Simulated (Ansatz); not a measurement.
A crystal in the bcc structure was computed with r²SCAN in Ansatz (plane waves, PAW datasets (generated hard set); cutoff 700 eV), no spin polarisation, no spin–orbit coupling, Fermi–Dirac smearing of 0.1 eV, k-spacing 0.18 to 0.19 Å⁻¹. It has a₀ = 5.747 Å and B₀ = 2.6 GPa.

Problem. Which is it?
A. V
B. Mn
C. Li
D. Rb
E. Na

Solution. D. The five: Rb 5.747 Å, 2.6 GPa; Li 3.480 Å, 13.0 GPa; Na 4.226 Å, 7.6 GPa; Mn 2.761 Å, 303 GPa; V 2.985 Å, 192 GPa.

Model structures, not the usual forms at ambient conditions (metastable or hypothetical): Mn. Spin polarisation is left out, and a magnetic state may lie lower for Mn. Potentials made with PBE were used with another functional.
